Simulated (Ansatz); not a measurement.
## B started on a N site in zincblende BN, 64 atoms, charge +1

All numbers come from Ansatz (PAW, plane waves, no spin–orbit coupling) at the single k point (¼, ¼, ¼) without its symmetry partners. The atoms were relaxed with PBEsol in a fixed cell; other functionals are single points on those atoms unless said otherwise. The valence top and gap of the host come from its small cell on a dense mesh, with the band extrema sought between the mesh points, lined up by the mean potential, PBEsol gap 4.30 eV, HSE06 gap 5.80 eV. The charge correction uses an assumed dielectric constant of 7.1.

Cell: a = 7.212 Å, b = 7.212 Å, c = 7.212 Å, α = 90.00°, β = 90.00°, γ = 90.00°.

Nearest atoms after relaxation, from the placed atom (for vacancies from the middle of the vacant sites): B at 1.58 Å, B at 1.68 Å, B at 1.68 Å, B at 1.97 Å, N at 2.40 Å, N at 2.40 Å, N at 2.40 Å, N at 2.56 Å.

Chemical potentials μ are those of reference phases of the elements at zero temperature by the same functional (the usual solids, diamond for C, grey Sn, and the molecules H2, N2, O2, F2, Cl2, Br2 and S8).

```csv
functional,E(defect) − E(host) − Σ nμ + q·E_VBM (eV),monopole (eV),alignment (eV),formation energy at E_F = VBM (eV),moment (μB),"wall time, shared host"
PBEsol,6.85,0.40,-0.20,7.05,1.0,60 s on 7 threads of Neoverse-V2 (relaxation)
HSE06,6.37,0.40,-0.18,6.59,1.0,99 s on 7 threads of Neoverse-V2
```

How does the monopole term follow by hand for this cubic cell?

q²·α·e²/(4πε₀)/(2εL) with the Madelung constant α = 2.837 and e²/4πε₀ = 14.40 eV·Å: 1 × 2.837 × 14.40 / (2 × 7.1 × 7.212) = 0.40 eV.

HSE06 one-electron levels near the gap (the ten most localised at most), from the host's valence top, not corrected for the charge's images:

```
level (eV)  spin  filling  atoms sharing it  element of the atom with most weight
      0.21    up     1.00               7.7                                     B
      0.38  down     1.00               7.0                                     B
      0.51    up     1.00              11.8                                     B
      2.53  down     0.00               6.8                                     B
      2.85    up     0.00               6.7                                     B
      3.00  down     0.00               6.9                                     B
```

All elements are taken at their own reference at once; growth conditions in equilibrium with the host shift these energies, by up to the host's formation enthalpy.

One k point and a cell of this size can leave errors of several tenths of an eV in such numbers.
